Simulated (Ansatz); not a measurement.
```yaml
crystal:
  lattice:
    - [0.00000, 2.58000, 2.58000]
    - [2.58000, 0.00000, 2.58000]
    - [2.58000, 2.58000, 0.00000]
  atoms:
    - { symbol: Mg, position: [0.00000, 0.00000, 0.00000] }
    - { symbol: S, position: [0.50000, 0.50000, 0.50000] }
```

```
orbitals        : PBE
datasets        : all-electron datasets in plane waves (scalar-relativistic, Gaussian nuclei)
k mesh          : 4×4×4
empty bands     : 221
response cutoff : 200 eV
wave cutoff     : 3300 eV
frequencies     : plasmon pole, fitted at 0 and 17.92i eV
q → 0 term      : analytic weight of Carrier, Rohra and Görling
band sums       : cut at the band count
```

Program: Ansatz. The Kohn-Sham gap (from Γ to k = (0, -0.5, -0.5)) is 2.82 eV and the electronic dielectric constant on this mesh 6.1.

Problem. What G0W0 gap follows between the same band edges?

Solution. 4.23 eV, a change of +1.42 eV. The valence edge moves by -0.94 eV (Z = 0.78) and the conduction edge by +0.47 eV (Z = 0.82).

The cell is a model at fixed atoms and needn't be the relaxed known crystal. Points k are given in fractions of the reciprocal vectors. The mesh is coarse, so these are values at the stated settings, not converged ones. Band sums or response are cut, so the gap isn't at its basis limit. The gap is read on the mesh, and the crystal's band edges can lie off it. Meshes this coarse can overestimate the dielectric constant by a tenth and more.
